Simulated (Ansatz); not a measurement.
## NaH (Pm-3m), comparing deformations

The calculation used Ansatz 0.2.0, DFT PBE, scalar-relativistic, plane waves, PAW. Cutoff 420 eV, Γ-centred 10×10×10 k-points, Gaussian smearing of 0.05 eV. No spin polarisation. Energies are free energies at this smearing, counted from the undisturbed cell; pressure is positive in compression.

Reference structure (as given, not relaxed at this level; it stands at 0.2 GPa; this CsCl-type form isn't the usual structure):

```
Na H
1.0
     2.95512    0.00000    0.00000
     0.00000    2.95512    0.00000
     0.00000    0.00000    2.95512
Na H
1 1
Direct
  0.00000 0.00000 0.00000
  0.50000 0.50000 0.50000
```

The cell is strained by ε times a Voigt pattern (xx, yy, zz, yz, xz, xy; engineering shear) with fractional coordinates fixed. τ = (1/V0) dE/dε comes from the stress tensor. Of each scan, only the three points used here are listed.

| pattern | ε | τ (GPa) |
| --- | --- | --- |
| (1, -1, 0, 0, 0, 0) | -0.0150 | -3.40 |
| (1, -1, 0, 0, 0, 0) | 0.0000 | 0.00 |
| (1, -1, 0, 0, 0, 0) | 0.0075 | 1.70 |
| (1, 1, 0, 0, 0, 0) | -0.0250 | -5.12 |
| (1, 1, 0, 0, 0, 0) | 0.0000 | -0.45 |
| (1, 1, 0, 0, 0, 0) | 0.0250 | 3.60 |
| (0, 0, 1, 0, 0, 0) | -0.0250 | -2.86 |
| (0, 0, 1, 0, 0, 0) | 0.0000 | -0.22 |
| (0, 0, 1, 0, 0, 0) | 0.0250 | 2.16 |

Task: Which constants do the scans give, and which deformation costs least for the same size of strain tensor?

Result: The slope dτ/dε at zero (parabola through three points) is pᵀCp: (1, -1, 0, 0, 0, 0) gives 2(C11 − C12) = 227 GPa; (1, 1, 0, 0, 0, 0) gives 2(C11 + C12) = 174 GPa; (0, 0, 1, 0, 0, 0) gives C11 = 100 GPa. The size of the strain tensor, ε:ε, is ε² times 2.0, 2.0, 1.0. Per unit of it the stiffnesses are 113, 87, 100 GPa, so (1, 1, 0, 0, 0, 0) is the softest of these: at ε:ε = (1 %)² the quadratic term costs 0.35 meV/atom against 0.46 for the stiffest. These are clamped-ion values.

Task: What else follows for this cubic crystal?

Result: From the unrounded slopes C11 = 100.3 and C12 = -13.2 GPa, so B = (C11 + 2 C12)/3 = 25 GPa and the Poisson ratio for a pull along a cube edge is C12/(C11 + C12) = -0.15. Symmetry also asks 2(C11 − C12) = 227 GPa, against 227 from its own scan.